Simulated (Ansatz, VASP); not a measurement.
# Cross-check of InSb (honeycomb InSb, 1 layer) between VASP and Ansatz, part 2 of 2

One calculation is typed for both programs; each brings its own data sets. How far apart do they land? The structure shown is the end of the Ansatz relaxation below. Other levels of theory on this material are compared in a session of their own.

VASP 6.6.1 and Ansatz 0.2.0.

So far: Set-up; Ansatz: relaxation, PBE.

### 3. VASP: single point, PBE

Level of this step: PBE; plane waves and PAW (Sb, In_d) (VASP).

The same cell, functional, mesh and smearing now go to VASP, with its own data sets.

Lines of VASP's logs that name or quote its potential files are left out, and so is its time.

INCAR

```
SYSTEM = InSb
PREC = Accurate
ENCUT = 500
EDIFF = 1E-06
NELM = 120
ISMEAR = -1
SIGMA = 0.05
LREAL = .FALSE.
ALGO = Normal
GGA = PE
NBANDS = 15
LORBIT = 11
LWAVE = .FALSE.
LCHARG = .FALSE.
ISIF = 2
LDIPOL = .TRUE.
IDIPOL = 3
DIPOL = 0.5 0.5 0.5
LVHAR = .TRUE.
LASPH = .TRUE.
GGA_COMPAT = .FALSE.
EFERMI = MIDGAP
NELMDL = -8
KPAR = 2
```

POSCAR

```
InSb
1.0
    4.6734488762      0.0000000000      0.0000000000
   -2.3367244381      4.0473254501      0.0000000000
    0.0000000000      0.0000000000     17.7500000000
Sb In
1 1
Direct
    0.6666666667      0.3333333333      0.4783511243
    0.3333333334      0.6666666666      0.5216488757
```

KPOINTS

```
Automatic mesh
0
Gamma
6 6 1
0 0 0
```

The projector-augmented-wave data sets are Sb and In_d (PBE family, release 64).

Launch:

```bash
$ mpirun -np 2 vasp_std
```

Numbers of over 12 decimals in the logs are rounded to 6 here.

Output:

```text
[banner, memory and clock lines left out]
running    2 mpi-ranks, on    1 nodes
 distrk:  each k-point on    1 cores,    2 groups
 distr:  one band on    1 cores,    1 groups

 POSCAR found type information on POSCAR SbIn
 POSCAR found :  2 types and       2 ions
 LDA part: xc-table for (Slater+PW92), standard interpolation
 POSCAR, INCAR and KPOINTS ok, starting setup
 FFT: planning ... GRIDC
 FFT: planning ... GRID_SOFT
 FFT: planning ... GRID
 WAVECAR not read
 entering main loop
       N       E                     dE             d eps       ncg     rms          rms(c)
DAV:   1     0.937998331339E+02    0.93800E+02   -0.63332E+03   234   0.806E+02
DAV:   2     0.104960371096E+01   -0.92750E+02   -0.89821E+02   245   0.201E+02
DAV:   3    -0.619495350304E+01   -0.72446E+01   -0.72178E+01   266   0.662E+01
DAV:   4    -0.640369066622E+01   -0.20874E+00   -0.20853E+00   305   0.149E+01
DAV:   5    -0.641000665303E+01   -0.63160E-02   -0.63158E-02   331   0.177E+00
DAV:   6    -0.641010625639E+01   -0.99603E-04   -0.99603E-04   328   0.168E-01
DAV:   7    -0.641011158942E+01   -0.53330E-05   -0.53332E-05   308   0.342E-02
DAV:   8    -0.641011179306E+01   -0.20364E-06   -0.20337E-06   302   0.651E-03    0.359E+00
DAV:   9    -0.621718806684E+01    0.19292E+00   -0.40189E-01   312   0.656E+00    0.198E+00
DAV:  10    -0.618854308992E+01    0.28645E-01   -0.13877E-01   266   0.253E+00    0.627E-01
DAV:  11    -0.618420060917E+01    0.43425E-02   -0.17481E-02   287   0.120E+00    0.279E-01
DAV:  12    -0.618337735309E+01    0.82326E-03   -0.31773E-03   280   0.347E-01    0.946E-02
DAV:  13    -0.618308833401E+01    0.28902E-03   -0.34898E-04   320   0.136E-01    0.574E-02
DAV:  14    -0.618283678970E+01    0.25154E-03   -0.54976E-04   287   0.980E-02    0.523E-02
[...]
DAV:  19    -0.618332183596E+01    0.11672E-04   -0.30216E-06   233   0.642E-03    0.627E-03
DAV:  20    -0.618339654875E+01   -0.74713E-04   -0.63329E-06   252   0.776E-03    0.402E-03
DAV:  21    -0.618341612674E+01   -0.19578E-04   -0.69251E-07   226   0.328E-03    0.237E-03
DAV:  22    -0.618344224077E+01   -0.26114E-04   -0.19346E-06   212   0.545E-03    0.192E-03
DAV:  23    -0.618344851697E+01   -0.62762E-05   -0.37774E-07   175   0.234E-03    0.118E-03
DAV:  24    -0.618345124708E+01   -0.27301E-05   -0.11832E-07   210   0.127E-03    0.522E-04
DAV:  25    -0.618345238092E+01   -0.11338E-05   -0.44386E-08   203   0.156E-03    0.339E-04
DAV:  26    -0.618345257098E+01   -0.19006E-06   -0.56576E-09   217   0.830E-04
   1 F= -.61834526E+01 E0= -.61834131E+01  d E =-.789675E-04
```

Parts of OUTCAR (step 3):

```text
ion  position               nearest neighbor table
   1  0.667  0.333  0.478-   2 2.81   2 2.81   2 2.81
   2  0.333  0.667  0.522-   1 2.81   1 2.81   1 2.81

  LATTYP: Found a hexagonal cell.
 ALAT       =     4.6734488762
 C/A-ratio  =     3.7980516039

 Subroutine GETGRP returns: Found  6 space group operations
 (whereof  6 operations were pure point group operations)

The static configuration has the point symmetry C_3v.

 Found      7 irreducible k-points:

   k-points           NKPTS =      7   k-points in BZ     NKDIM =      7   number of bands    NBANDS=     15

   dimension x,y,z NGX =    36 NGY =   36 NGZ =  140
   dimension x,y,z NGXF=    72 NGYF=   72 NGZF=  280

   ENCUT  =  500.0 eV  36.75 Ry    6.06 a.u.   8.52  8.52 32.36*2*pi/ulx,y,z

   NELECT =      18.0000    total number of electrons

 k-points in reciprocal lattice and weights: Automatic mesh
   0.00000000  0.00000000  0.00000000       0.028
   0.16666667 -0.00000000  0.00000000       0.167
   0.33333333 -0.00000000  0.00000000       0.167
   0.50000000  0.00000000  0.00000000       0.083
   0.16666667  0.16666667  0.00000000       0.167
   0.33333333  0.16666667  0.00000000       0.333
   0.33333333  0.33333333  0.00000000       0.056

 dipolmoment           0.000000      0.000000     -0.071347 electrons x Angstroem

 average (electrostatic) potential at core
       1 -94.6461       2-103.8132

 E-fermi :  -2.5245

 k-point     1 :       0.0000    0.0000    0.0000
  band No.  band energies     occupation
    ...
      5     -16.9558      2.00000
      6     -12.1238      2.00000
      7      -5.1621      2.00000
      8      -2.8942      1.99877
      9      -2.8942      1.99877
     10      -2.2079      0.00355
     11      -0.0247      0.00000
     12       1.2099      0.00000
     13       1.2099      0.00000
     14       1.7411      0.00000
    ...

 k-point     2 :       0.1667   -0.0000    0.0000
  band No.  band energies     occupation
    ...
      5     -16.9501      2.00000
      6     -11.9266      2.00000
      7      -5.6366      2.00000
      8      -3.9358      2.00000
      9      -3.2588      2.00000
     10      -1.0237      0.00000
     11       0.0577      0.00000
     12       1.1502      0.00000
     13       1.9339      0.00000
     14       1.9397      0.00000
    ...

 k-point     3 :       0.3333   -0.0000    0.0000
  band No.  band energies     occupation
    ...
      5     -16.9379      2.00000
      6     -11.4201      2.00000
      7      -7.0622      2.00000
      8      -3.8046      2.00000
      9      -3.7412      2.00000
     10      -1.2018      0.00000
     11      -0.2665      0.00000
     12       1.8056      0.00000
     13       2.7227      0.00000
     14       3.0429      0.00000
    ...

  Total        0.0206289      0.0206289     -0.0124597      0.0000000      0.0000000     -0.0000000
  in kB        0.0984427      0.0984427     -0.0594588      0.0000000      0.0000000     -0.0000000
  external PRESSURE =       0.0458089 kB  Pullay stress =       0.0000000 kB

  energy-cutoff  :      500.00
  volume of cell :      335.74
      direct lattice vectors                 reciprocal lattice vectors
     4.673448876  0.000000000  0.000000000     0.213974738  0.123538373  0.000000000
    -2.336724438  4.047325450  0.000000000     0.000000000  0.247076745  0.000000000
     0.000000000  0.000000000 17.750000000     0.000000000  0.000000000  0.056338028

 POSITION                                       TOTAL-FORCE (eV/Angst)
 -----------------------------------------------------------------------------------
      2.33672      1.34911      8.49073         0.000000      0.000000      0.002565
      0.00000      2.69822      9.25927        -0.000000     -0.000000     -0.002565
 -----------------------------------------------------------------------------------
    total drift:                               -0.000000      0.000000     -0.000499

  FREE ENERGIE OF THE ION-ELECTRON SYSTEM (eV)
  ---------------------------------------------------
  free  energy   TOTEN  =        -6.1834525710 eV

  energy  without entropy=       -6.1833736035  energy(sigma->0) =       -6.18341309

 vacuum level on the upper side and lower side of the slab         1.564         2.246

 total charge
# of ion       s       p       d       tot
------------------------------------------
    1        1.167   1.260   0.015   2.442
    2        0.927   0.595   9.852  11.375
--------------------------------------------------
tot          2.094   1.855   9.867  13.817

[... 3 further parts left out ...]
```

### 4. Comparison

Known differences besides the potentials themselves: the data sets hold 28 valence electrons in Ansatz (on its default PAW (the set named soft_2) files) and 18 in VASP; the cutoff is 420 eV in Ansatz and 500 eV in VASP; Ansatz's pressure holds a Pulay correction, VASP's none. Total energies have different zeros and are not compared.

Compared:

```csv
quantity,Ansatz,VASP,difference
pressure (GPa),0.01,0.00,+0.01
gap on the k mesh (eV),0.702,0.686,+0.016
```

At this near-relaxed geometry the largest component of a force difference is 2 meV/Å. A gap on the mesh is an upper bound, since the band edges may lie between its points. With vacuum in the cell, a pressure given here is an average over mostly empty space and none of the material.

### 5. Outcome

| Quantity | Value |
| --- | --- |
| difference in gap on the k mesh (single point, PBE) | 0.016 eV |

What this shows: The difference in gap on the k mesh is 0.016 eV (single point, PBE), within the 0.08 eV picked in this series as the mark of a large difference. The data sets hold unlike numbers of valence electrons (28 in Ansatz and 18 in VASP), so part of the differences comes from the potentials. 4 further runs of this series are not shown here. How closely two codes agree says nothing of how well the functional describes the real material.

[Lines on the potential files, build, host, timing and source positions are cut from VASP's logs without a mark.]

[Logs are printed without paths, hosts, clocks, repeated set-up lines and the standing remarks that a program may print on its own settings, such as how far it seeks lower states.]

[Hosts, paths, dates, database ids (printed as entryN), source tags and the programs' standing remarks are cut or masked in the printed files.]
